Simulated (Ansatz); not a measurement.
# 2H-MoS2 bilayer (AA) in a perpendicular field

What dipole does a perpendicular field induce in the 2H-MoS2 bilayer (AA), and does the gap follow? A positive field points along +c.

Program: Ansatz 0.2.0. Level of theory: plane-wave DFT, r2SCAN-D4, Ansatz PAW, in the first sound run; inputs show where later runs differ. Results are calculated unless marked as measured.

This is a report of a sequence of runs, with most program output left out.

## (1) Set-up

The cell holds 6 atoms: 4 S and 2 Mo. Cell: a = 3.180 Å, b = 3.180 Å, c = 50.025 Å, α = 90.0°, β = 90.0°, γ = 120.0°. Regions: layer 1: 2H-MoS2, 3 atoms (2 S and 1 Mo); layer 2: 2H-MoS2, 3 atoms (2 S and 1 Mo). Vacuum lies along c.

## (2) Relaxation

The starting cell is a guess, so the in-plane lattice and the atoms are relaxed first, with the slab cut off from its images along the normal.

The input, input.yaml:

```yaml
crystal:
  lattice:
    - [3.18, 0.0, 0.0]
    - [-1.59, 2.753960784, 0.0]
    - [0.0, 0.0, 50.0251954735]
  atoms:
    - { symbol: S, position: [0.3333333333, 0.6666666667, 0.4047960195] }
    - { symbol: Mo, position: [0.0, 0.0, 0.4374055646] }
    - { symbol: S, position: [0.3333333333, 0.6666666667, 0.4700151097] }
    - { symbol: S, position: [0.3333333333, 0.6666666667, 0.5299848903] }
    - { symbol: Mo, position: [0.0, 0.0, 0.5625944354] }
    - { symbol: S, position: [0.3333333333, 0.6666666667, 0.5952039805] }
  periodic: [true, true, false]
kpoints:
  mp_grid: { grid: [12, 12, 1] }
hamiltonian:
  xc: r2scan
  dispersion: d4
scf:
  occupations: { method: fermi_dirac, width: 0.05 }
  convergence: { dr2_threshold: 1.0e-09 }
relax:
  f_tol: 0.004
  max_steps: 90
  cell: {}
output:
  write_potential: true
  write_density: true
  volumetric_format: npy
```

On the command line:

```bash
ansatz run input.yaml --threads 4 --pin off --max-ram 6144MiB --backend cpu --events-out ev --progress --plain --runs-dir out
```

It took 80 s on 4 threads of Intel Xeon 6975P-C (Granite Rapids), shared host; peak memory 1.5 GiB; 5 min of CPU time.

Relaxation path:

| step | energy less that of the first step (eV) | largest force component (eV/Å) | volume (Å³) |
| --- | --- | --- | --- |
| 1 | 0.0000 | 2.0010 | 438.10 |
| 2 | -0.2849 | 0.8529 | 442.23 |
| 3 | -0.3862 | 0.2119 | 439.03 |
| 4 | -0.3961 | 0.0410 | 437.65 |
| 5 | -0.3968 | 0.0183 | 436.58 |
| 6 | -0.3969 | 0.0008 | 436.30 |
| 7* | -0.3968 | 0.0008 | 436.30 |

Relaxation steps marked * repeat the geometry before them on a plane-wave basis chosen anew for their cell, so energy and pressure can jump there.

Forces are held to the 12 operations that the run works with; a distortion that breaks them can't arise in this run.

| cell as run | before | after | change |
| --- | --- | --- | --- |
| a (Å) | 3.180 | 3.173 | -0.2 % |
| b (Å) | 3.180 | 3.173 | -0.2 % |

The atoms that moved most (Å, along periodic axes as changes of fractional coordinates times the final cell, across vacuum about the mean position):

| atom | dx | dy | dz | length |
| --- | --- | --- | --- | --- |
| S3 | 0.000 | 0.000 | -0.363 | 0.363 |
| S4 | 0.000 | 0.000 | 0.363 | 0.363 |
| Mo5 | 0.000 | 0.000 | 0.286 | 0.286 |
| Mo2 | 0.000 | 0.000 | -0.286 | 0.286 |
| S6 | 0.000 | 0.000 | 0.208 | 0.208 |
| S1 | 0.000 | 0.000 | -0.208 | 0.208 |

The relaxed structure:

```xyz
6
Lattice="3.1735 0.0000 0.0000 -1.5867 2.7483 0.0000 0.0000 0.0000 50.0252" Properties=species:S:1:pos:R:3
S     0.0000    1.8322   20.0415
Mo    0.0000    0.0000   21.5956
S     0.0000    1.8322   23.1493
S     0.0000    1.8322   26.8759
Mo    0.0000    0.0000   28.4296
S     0.0000    1.8322   29.9837
```

The lattice constant a goes from 3.180 to 3.173 Å.

## (3) Atoms held, field 0

A sawtooth potential applies the field, turning back in the middle of the vacuum. With the dipole correction the typed value is the field outside the slab. The induced dipole is small, so the SCF threshold is tight.

The cell differs from the one that the last finished run ended in (c 50.025 → 27.942 Å).

The input, input.yaml:

```yaml
crystal:
  lattice:
    - [3.1734562454, 0.0, 0.0]
    - [-1.5867281227, 2.7482937263, 0.0]
    - [0.0, 0.0, 27.9421952635]
  atoms:
    - { symbol: S, position: [0.3333333333, 0.6666666667, 0.322093519] }
    - { symbol: Mo, position: [0.0, 0.0, 0.3777124294] }
    - { symbol: S, position: [0.3333333333, 0.6666666667, 0.4333152419] }
    - { symbol: S, position: [0.3333333333, 0.6666666667, 0.5666847581] }
    - { symbol: Mo, position: [0.0, 0.0, 0.6222875706] }
    - { symbol: S, position: [0.3333333333, 0.6666666667, 0.677906481] }
kpoints:
  mp_grid: { grid: [18, 18, 1] }
  band_path:
    path: [[0, 0, 0], [0.5, 0, 0], [0.33333333, 0.33333333, 0], [0, 0, 0]]
    npoints: 16
hamiltonian:
  xc: r2scan
  dispersion: d4
scf:
  occupations: { method: fermi_dirac, width: 0.05 }
  convergence: { dr2_threshold: 1.0e-10 }
efield:
  axis: 3
  dipole_correction: true
  ramp_position: 0.97
  ramp_width: 0.06
  amplitude: 0
output:
  dos: { projected: true, e_range: [-6, 5] }
  bader: true
  write_potential: true
  write_density: true
  volumetric_format: npy
  elf: true
```

It took 21 s on 4 threads; peak memory 1.2 GiB.

This step gave:

```
dipole along the normal            : -1.61e-6 e·Å
gap along the path                 : 1.502 eV
smallest direct gap along the path : 1.786 eV
ionisation energy, upper face      : 5.886 eV
electron affinity, upper face      : 4.384 eV
gap, the smaller of path and mesh  : 1.502 eV
```

Running mean over a fixed 2.7 Å (it still follows the layers) of the planar mean; the ramp of the sawtooth is left out. Electron's electrostatic potential energy less the Fermi level against z:

| z (Å) | electron's electrostatic potential energy less the Fermi level (eV) |
| --- | --- |
| 4 | 5.14 |
| 5 | 5.14 |
| 6 | 5.11 |
| 7 | 4.34 |
| 8 | -0.155 |
| 9 | -5.92 |
| 10 | -11.7 |
| 11 | -11.7 |
| 12 | -6.84 |
| 13 | -0.736 |
| 14 | 2.71 |
| 15 | -1.00 |
| 16 | -7.34 |
| 17 | -11.7 |
| 18 | -11.7 |
| 19 | -5.44 |
| 20 | 0.135 |
| 21 | 4.47 |
| 22 | 5.11 |
| 23 | 5.14 |
| 24 | 5.14 |

The density of states has structure finer than the step of the table below, so its rows give means over 0.2 eV, whole bins alone (the curve runs from -6 to 1.69 eV). Peaks (eV: height): -4.95: 11.9, -4.37: 17.7, -3.49: 4.96, -3.22: 8.32, -3.13: 9.98, -1.81: 7.94, 1.36: 17.6.

The density of states by energy, zero at the Fermi level of the run, which the smearing sets inside the gap; means over each step:

energy (eV), density of states (states/eV a cell) and a bar:
```
     -5.8        1.9 ######
     -5.6        1.5 ####
     -5.4        2.1 ######
     -5.2        6.8 ###################
     -5.0        9.4 ###########################
     -4.8        4.3 ############
     -4.6        3.1 #########
     -4.4       10.4 ##############################
     -4.2        5.4 ###############
     -4.0        3.9 ###########
     -3.8        3.2 #########
     -3.6        3.3 ##########
     -3.4        2.9 ########
     -3.2        6.6 ###################
     -3.0        6.6 ###################
     -2.8        6.0 #################
     -2.6        4.6 #############
     -2.4        4.9 ##############
     -2.2        3.2 #########
     -2.0        3.5 ##########
     -1.8        6.3 ##################
     -1.6        4.9 ##############
     -1.4        3.6 ##########
     -1.2        2.5 #######
     -1.0        0.6 ##
     -0.8        0.4 #
     -0.6        0.0 
     -0.4        0.0 
     -0.2        0.0 
      0.0        0.0 
      0.2        0.0 
      0.4        0.0 
      0.6        0.0 
      0.8        0.4 #
      1.0        2.2 ######
      1.2        6.4 ###################
      1.4        9.4 ###########################
```

Projected DOS per atom over height of the atomic layer and energy from the Fermi level. Layers: S Mo S S Mo S from below.

Values in states/eV, 22 rows by 6 columns, each cell a mean:
```
0.73 2.52 0.63 0.63 2.52 0.73
0.52 2.33 0.57 0.57 2.33 0.52
0.04 0.31 0.05 0.05 0.31 0.04
0.00 0.00 0.00 0.00 0.00 0.00
0.00 0.00 0.00 0.00 0.00 0.00
0.00 0.00 0.00 0.00 0.00 0.00
0.00 0.01 0.00 0.00 0.01 0.00
0.03 0.16 0.07 0.07 0.16 0.03
0.19 0.94 0.19 0.19 0.94 0.19
0.37 1.67 0.41 0.41 1.67 0.37
0.59 1.17 0.49 0.49 1.17 0.59
0.91 0.25 0.95 0.95 0.25 0.91
1.05 0.45 1.02 1.02 0.45 1.05
1.25 0.95 1.22 1.22 0.95 1.25
0.60 0.71 0.60 0.60 0.71 0.60
0.44 0.67 0.45 0.45 0.67 0.44
0.71 0.79 0.71 0.71 0.79 0.71
1.30 1.41 1.27 1.27 1.41 1.30
0.70 0.64 0.64 0.64 0.64 0.70
1.35 1.18 1.40 1.40 1.18 1.35
0.31 0.28 0.33 0.33 0.28 0.31
0.41 0.30 0.41 0.41 0.30 0.41
```
Columns: height of the atomic layer (Å) from 9 to 18.9 (not evenly spaced); rows upwards: energy from the Fermi level (eV) from -5.96 to 1.69.

Electronic bands along the path, in eV, zero at the Fermi level of the run, which the smearing sets inside the gap:

| point | band 23 | band 24 | band 25 | band 26 | band 27 | band 28 | band 29 | band 30 |
| --- | --- | --- | --- | --- | --- | --- | --- | --- |
| Γ | -2.65 | -2.61 | -1.14 | -0.75 | 1.94 | 1.94 | 1.96 | 1.96 |
| halfway | -2.59 | -2.26 | -1.79 | -1.67 | 1.20 | 1.49 | 1.50 | 1.53 |
| M | -2.12 | -2.10 | -1.73 | -1.58 | 1.39 | 1.39 | 1.88 | 1.95 |
| halfway | -3.14 | -2.87 | -1.39 | -1.34 | 1.23 | 1.27 | 2.18 | 2.30 |
| K | -3.44 | -3.15 | -1.06 | -1.03 | 0.76 | 0.76 | 2.17 | 2.39 |
| halfway | -2.27 | -2.01 | -1.86 | -1.78 | 0.98 | 1.20 | 1.58 | 1.70 |
| Γ | -2.65 | -2.61 | -1.14 | -0.75 | 1.94 | 1.94 | 1.96 | 1.96 |

ELF in the ca plane at fractional y = 0.667, with atoms of S within 0.2 Å of it. It is the smooth field of the valence electrons, not physical close to the nuclei.

Ten even steps from '0' (0.00) to '9' (0.94), each cell a mean:
```
00000000000000000112321242123321000012332134
00000000000000000012221242122210000001221134
00000000000000013567774222367775200357776322
00000000000000257998887413688899601699888621
00000000000001479996147523762499711899326732
00000000000001479995147523751399711899216732
00000000000000258998787413787899601799778621
00000000000000014678875222478876300367886322
```
Columns run along c (16.0 Å, from fractional 0.06 to 0.64 of the cell), rows up along a (3.2 Å). Atoms in or near the plane, at fractional coordinates: S at (0.32, 0.33), S at (0.43, 0.33), S at (0.57, 0.33).

Electrostatic potential energy in the ca plane at fractional y = 0.667, with atoms of S within 0.2 Å of it. With pseudopotentials it is smooth inside the atoms' cores, unlike the true potential.

Values in eV, 5 rows by 16 columns, each cell a mean:
```
  7   7   7   7   7   7   6   3 -10  -9   3   6   7   5   2 -14
  7   7   7   7   7   7   4  -3  -5  -5  -3   5   7   2  -3  -7
  7   7   7   7   7   7  -6 -31  -5  -6 -31  -3   6 -14 -27  -1
  7   7   7   7   7   7  -9 -33  -6  -9 -33  -6   6 -18 -30  -1
  7   7   7   7   7   7   2 -12  -4  -4 -12   3   7  -2 -11  -4
```
Columns run along c (16.0 Å, from fractional 0.06 to 0.64 of the cell; values clipped at the 3rd and 97th percentile), rows up along a (3.2 Å). Atoms in or near the plane, at fractional coordinates: S at (0.32, 0.33), S at (0.43, 0.33), S at (0.57, 0.33).

Valence density in the ca plane at fractional y = 0.667, with atoms of S within 0.2 Å of it. It is the smooth field of the valence electrons, not physical close to the nuclei.

Ten even steps from '0' (0.0 e/Å³) to '9' (1.1 e/Å³), each cell a mean:
```
00000000000000000001122475321100000000122357
00000000000000000001122475321100000000112367
00000000000000000013443343344321000012344334
00000000000000000148885322589862000026897422
00000000000000000388487323685694100159659622
00000000000000000388377323684694100159548622
00000000000000000258996322589862000137898522
00000000000000000023544333345421000012454333
```
Columns run along c (16.0 Å, from fractional 0.06 to 0.64 of the cell), rows up along a (3.2 Å). Atoms in or near the plane, at fractional coordinates: S at (0.32, 0.33), S at (0.43, 0.33), S at (0.57, 0.33).

The gap is 1.50 eV, with the valence edge 5.89 eV and the conduction edge 4.38 eV under the upper vacuum level.

## (4) Atoms held, field 0.05 V/Å

Changes to input.yaml since step 3:

```diff
@@ -28,6 +28,4 @@
   ramp_width: 0.06
-  amplitude: 0
+  amplitude: 0.05
 output:
-  dos: { projected: true, e_range: [-6, 5] }
-  bader: true
   write_potential: true
@@ -35,2 +33 @@
   volumetric_format: npy
-  elf: true
```

Wall time 15 s (4 threads); peak memory 1.2 GiB; 57 s of CPU time.

The dipole is 0.0245 e·Å, and the gap 1.456 eV.

## (5) Atoms held, field -0.05 V/Å

Changes to input.yaml since step 4:

```diff
@@ -28,3 +28,3 @@
   ramp_width: 0.06
-  amplitude: 0.05
+  amplitude: -0.05
 output:
```

Wall time 15 s (4 threads); peak memory 1.2 GiB.

The dipole is -0.0245 e·Å, and the gap 1.456 eV.

## (6) Single point, field 0.1 V/Å

Changes to input.yaml since step 5:

```diff
@@ -28,3 +28,3 @@
   ramp_width: 0.06
-  amplitude: -0.05
+  amplitude: 0.1
 output:
```

Run time: 17 s. Hardware: 4 threads; peak memory 1.2 GiB.

The dipole is 0.0490 e·Å, and the gap 1.401 eV.

## (7) Atoms held, field 0.2 V/Å

Changes to input.yaml since step 6:

```diff
@@ -28,3 +28,3 @@
   ramp_width: 0.06
-  amplitude: 0.1
+  amplitude: 0.2
 output:
```

Elapsed: 16 s, on 4 threads; peak memory 1.2 GiB.

The dipole is 0.0980 e·Å, and the gap 1.271 eV.

## (8) Single point, field 0.3 V/Å

Changes to input.yaml since step 7:

```diff
@@ -28,4 +28,6 @@
   ramp_width: 0.06
-  amplitude: 0.2
+  amplitude: 0.3
 output:
+  dos: { projected: true, e_range: [-6, 5] }
+  bader: true
   write_potential: true
@@ -33 +35,2 @@
   volumetric_format: npy
+  elf: true
```

Run time: 28 s. Hardware: 4 threads; peak memory 1.2 GiB.

The dipole is 0.147 e·Å, and the gap 1.125 eV.

## (9) Response, atoms held

This step: plane-wave DFT, r2SCAN-D4, Ansatz PAW; response to a field along the normal, atoms held (Ansatz 0.2.0).

The dipoles give the slope, and the difference of two potentials shows where the field is screened.

This step gave:

| Property | Result |
| --- | --- |
| equivalent conductor thickness p/(ε₀AE) | 10.16 Å |
| distance between the outer atoms | 9.942 Å |

Table of dipole of the cell by applied field:

| applied field (V/Å) | dipole of the cell (e·Å) |
| --- | --- |
| -0.050 | -0.0245 |
| 0.000 | -1.6e-6 |
| 0.050 | 0.0245 |
| 0.100 | 0.0490 |
| 0.200 | 0.0980 |
| 0.300 | 0.147 |

Local field over the applied field, running mean. From the potentials at -0.05 and 0.05 V/Å; running mean over 2.5 Å. The local field over applied field by z:

z (Å), local field over applied field and a bar:
```
      4.5      0.999 ##############################
      5.0      0.997 ##############################
      5.5      0.992 ##############################
      6.0      0.974 #############################
      6.5      0.928 ############################
      7.0      0.827 #########################
      7.5      0.674 ####################
      8.0      0.501 ##############
      8.5      0.324 #########
      9.0      0.179 ####
      9.5      0.093 ##
     10.0      0.056 #
     10.5      0.040 
     11.0      0.051 
     11.5      0.077 #
     12.0      0.144 ###
     12.5      0.263 #######
     13.0      0.404 ###########
     13.5      0.512 ###############
     14.0      0.550 ################
     14.5      0.503 ##############
     15.0      0.389 ###########
     15.5      0.247 ######
     16.0      0.133 ###
     16.5      0.073 #
     17.0      0.048 
     17.5      0.040 
     18.0      0.059 #
     18.5      0.099 ##
     19.0      0.193 #####
     19.5      0.343 #########
     20.0      0.522 ###############
     20.5      0.693 ####################
     21.0      0.842 #########################
     21.5      0.935 ############################
     22.0      0.977 #############################
     22.5      0.993 ##############################
     23.0      0.998 ##############################
     23.5      0.999 ##############################
```

Electrons, planar mean, per unit field. The induced electron density by z:

z (Å), induced electron density (e/Å³ per V/Å) and a bar from the least value:
```
      4.5    0.00000 ###############
      5.0    0.00001 ###############
      5.5    0.00003 ###############
      6.0    0.00011 ###############
      6.5    0.00034 ################
      7.0    0.00098 ###################
      7.5    0.00232 #########################
      8.0    0.00360 ##############################
      8.5    0.00203 #######################
      9.0    0.00105 ###################
      9.5    0.00041 #################
     10.0   -0.00052 #############
     10.5    0.00000 ###############
     11.0    0.00044 #################
     11.5   -0.00012 ##############
     12.0   -0.00097 ###########
     12.5   -0.00139 #########
     13.0   -0.00327 #
     13.5   -0.00204 ######
     14.0    0.00012 ###############
     14.5    0.00228 ########################
     15.0    0.00324 ############################
     15.5    0.00114 ####################
     16.0    0.00101 ###################
     16.5   -0.00005 ###############
     17.0   -0.00040 #############
     17.5    0.00007 ###############
     18.0    0.00055 #################
     18.5   -0.00062 ############
     19.0   -0.00098 ###########
     19.5   -0.00234 #####
     20.0   -0.00354 
     20.5   -0.00214 ######
     21.0   -0.00088 ###########
     21.5   -0.00030 ##############
     22.0   -0.00010 ##############
     22.5   -0.00003 ###############
     23.0   -0.00001 ###############
     23.5    0.00000 ###############
```

The smaller of the gaps on the path and on the k-mesh, counted as 0 under 0.03 eV. Table of gap by applied field:

| applied field (V/Å) | gap (eV) |
| --- | --- |
| -0.050 | 1.46 |
| 0.000 | 1.50 |
| 0.050 | 1.46 |
| 0.100 | 1.40 |
| 0.200 | 1.27 |
| 0.300 | 1.13 |

By hand: between -0.05 and 0.05 V/Å the dipole changes by 0.04899 e·Å, a slope of 0.4899 e·Å²/V. A perfect conductor of thickness t has p = ε₀AEt, so t = 180.95 × 0.4899 / 8.722 = 10.16 Å (e/ε₀ = 180.95 V·Å, A in Å²).

The induced dipole is that of a conductor 10.16 Å thick.

## (10) Field on, atoms free, field 0.1 V/Å

This step: plane-wave DFT, r2SCAN-D4, Ansatz PAW (Ansatz 0.2.0).

Now the atoms may follow the field. A weak field makes forces of meV/Å to tens of meV/Å, so the force tolerance is set well below the usual one.

input.yaml, the sections that differ from step 8:

```yaml
kpoints:
  mp_grid: { grid: [12, 12, 1] }
efield:
  axis: 3
  dipole_correction: true
  ramp_position: 0.97
  ramp_width: 0.06
  amplitude: 0.1
relax:
  f_tol: 0.001
  max_steps: 60
output:
  write_potential: true
  write_density: true
  volumetric_format: npy
# crystal, hamiltonian, scf: as in step 8
```

It took 21 s on 4 threads; peak memory 1 GiB; 76 s of CPU time.

No atom moved by 0.005 Å in the relaxation.

This step gave:

```yaml
dipole_along_the_normal: 0.04902 e·Å
```

The relaxation took 3 steps and lowered the energy by 3.1e-6 eV; the largest force on the free atoms ends at 4.0e-4 eV/Å.

The dipole is 0.0490 e·Å, and the gap on the mesh 1.402 eV.

## (11) Relaxing in the field, field -0.1 V/Å

The opposite sign, again from the field-free geometry; the difference of the two cancels what relaxes without a field.

Changes to input.yaml since step 10:

```diff
@@ -25,3 +25,3 @@
   ramp_width: 0.06
-  amplitude: 0.1
+  amplitude: -0.1
 relax:
```

The job ended after 19 s (4 threads; peak memory 1 GiB).

Hardly anything moved in the relaxation; the energy changed by under 0.2 meV an atom.

Numbers from this step:

- dipole along the normal: -0.04902 e·Å

The relaxation took 3 steps and lowered the energy by 3.1e-6 eV; the largest force on the free atoms ends at 4.0e-4 eV/Å.

The dipole is -0.0490 e·Å, and the gap on the mesh 1.402 eV.

(Continued in part 2 of 2.)

[Logs are printed without paths, hosts, clocks, repeated set-up lines and the standing remarks that a program may print on its own settings, such as how far it seeks lower states.]

[Hosts, paths, dates, database ids (printed as entryN), source tags and the programs' standing remarks are cut or masked in the printed files.]

[Maps of the electrostatic potential energy from Ansatz leave out the sawtooth potential of an applied field or a dipole correction, so their vacuum need not be flat; planar profiles and work functions include it.]

[The density of states shown here was stored with 400 of the rows of the run's finer table, so its peaks can read low, often by over a quarter, or be missed, and its means over a window can be off by a tenth or more.]
